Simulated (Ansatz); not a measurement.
## Compressing GaSb

These are results of Ansatz 0.2.0, DFT PBE, scalar-relativistic, plane waves, PAW, not measurements. Run with 420 eV cutoff, 12×12×12 k-mesh, Gaussian smearing of 0.10 eV, no spin polarisation.

Reference structure (relaxed):

```
Ga Sb
1.0
     0.00000    3.10774    3.10774
     3.10774    0.00000    3.10774
     3.10774    3.10774    0.00000
Ga Sb
1 1
Direct
  0.00000 0.00000 0.00000
  0.75000 0.75000 0.75000
```

Cell and atoms are relaxed at each pressure within the symmetry of the start, at zero temperature, so transitions that lower the symmetry aren't seen. The k-mesh given is that at zero pressure and may differ at others. Gaps are Kohn–Sham gaps over the whole zone.

Spin-orbit coupling is left out, which matters for the bands and energies of heavy elements.

(1) Give the structure at 50 GPa.

## Answers

(1)
```
Ga Sb
1.0
     0.00000    2.70227    2.70227
     2.70227    0.00000    2.70227
     2.70227    2.70227    0.00000
Ga Sb
1 1
Cartesian
  0.0000 0.0000 0.0000
  4.0534 4.0534 4.0534
```
The structure is cubic, space group F-43m (No. 216). The conventional cell has a = 5.405 Å, b = 5.405 Å, c = 5.405 Å, α = 90.00°, β = 90.00°, γ = 90.00°. Ga (site symmetry -43m) is surrounded by 4 Sb at 2.34 Å. Sb (site symmetry -43m) has 4 Ga at 2.34 Å as nearest neighbours.